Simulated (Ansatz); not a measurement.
## Response of Bi to small distortions

```
Bi
1.0
     3.33628   -3.05540    0.00000
     3.33628    3.05540    0.00000
    -1.15098    0.00000    3.09291
Bi
2
Direct
  0.25180 0.25180 0.14900
  0.74820 0.74820 0.85100
```

Atom numbers follow the list: Bi1, Bi2.

The structure is an experimental refinement, used without relaxation.

No spin–orbit coupling, which matters for the heavy atoms here.

Theory: DFT, PBE, all-electron PAW with datasets made for the crystal, scalar-relativistic in Ansatz 0.2.0.

Settings: a Γ-centred 8×8×11 k mesh, Fermi–Dirac smearing of 0.05 eV, cutoff 260 eV (chosen by the program for this cell), no spin polarisation.

The unchanged cell is at 4.09 GPa.

In a metal, stresses and small energies carry noise from the k mesh.

x, y and z are the Cartesian axes of the cell as listed; fractional coordinates follow a strain, and an engineering shear is twice the off-diagonal strain component.

Q: With this change (z strained by -1.5 % at fixed volume), what becomes of the energy and stress and forces?

A: Energy change +3 meV/atom; stress change (xx, yy, zz, yz, xz, xy) -0.37, -0.30, 0.94, 0.00, -0.54, 0.00 GPa, compression positive; change of the force on Bi2 (0.003, 0.000, 0.016) eV/Å.

Q: With this change (z strained by +3 % at fixed volume), what becomes of the energy and stress and forces?

A: Energy change +6 meV/atom; stress change (xx, yy, zz, yz, xz, xy) 0.84, 1.03, -1.84, 0.00, 0.82, 0.00 GPa, compression positive; change of the force on Bi1 (0.020, 0.000, 0.050) eV/Å.

Q: With this change (atom 2 (Bi) moved by (0.0849, 0.0849, 0.0000) Å), what becomes of the energy and stress and forces?

A: Energy change +7 meV/atom; stress change (xx, yy, zz, yz, xz, xy) 0.84, 0.09, 0.32, 0.28, 0.21, -0.03 GPa, compression positive; change of the force on Bi2 (-0.207, -0.248, -0.081) eV/Å.

With equal xy, yz and zx engineering shear strains of -3 %: energy change +3 meV/atom; stress change (xx, yy, zz, yz, xz, xy) 0.92, -0.02, -0.73, 0.18, 0.79, 0.05 GPa, compression positive; change of the force on Bi1 (0.043, 0.039, 0.000) eV/Å.

Q: With this change (equal xy, yz and zx engineering shear strains of -1 %), what becomes of the energy and stress and forces?

A: Energy change under 1 meV/atom; stress change (xx, yy, zz, yz, xz, xy) 0.27, -0.01, -0.22, 0.07, 0.28, 0.02 GPa, compression positive; change of the force on Bi1 (0.011, 0.013, 0.000) eV/Å.

Q: With this change (equal xy, yz and zx engineering shear strains of +2 %), what becomes of the energy and stress and forces?

A: Energy change +3 meV/atom; stress change (xx, yy, zz, yz, xz, xy) -0.46, 0.03, 0.45, -0.13, -0.64, -0.06 GPa, compression positive; change of the force on Bi2 (0.022, 0.028, -0.005) eV/Å.

Q: With this change (equal xy, yz and zx engineering shear strains of -2 %), what becomes of the energy and stress and forces?

A: Energy change +1 meV/atom; stress change (xx, yy, zz, yz, xz, xy) 0.59, -0.02, -0.47, 0.12, 0.53, 0.03 GPa, compression positive; change of the force on Bi1 (0.026, 0.025, 0.001) eV/Å.

Q: With this change (equal xy, yz and zx engineering shear strains of +1 %), what becomes of the energy and stress and forces?

A: Energy change under 1 meV/atom; stress change (xx, yy, zz, yz, xz, xy) -0.24, 0.02, 0.22, -0.08, -0.33, -0.03 GPa, compression positive; change of the force on Bi2 (0.011, 0.014, -0.002) eV/Å.

Q: With this change (equal xy, yz and zx engineering shear strains of +3 %), what becomes of the energy and stress and forces?

A: Energy change +5 meV/atom; stress change (xx, yy, zz, yz, xz, xy) -0.71, 0.07, 0.70, -0.20, -0.96, -0.11 GPa, compression positive; change of the force on Bi1 (-0.032, -0.042, 0.006) eV/Å.

Q: What force constant does this one finite step give for Bi2 along its displacement (all its periodic images move with it)?

A: k = −ΔF·u/|u|² = 2.68 eV/Å², so the force pulls the atom back.
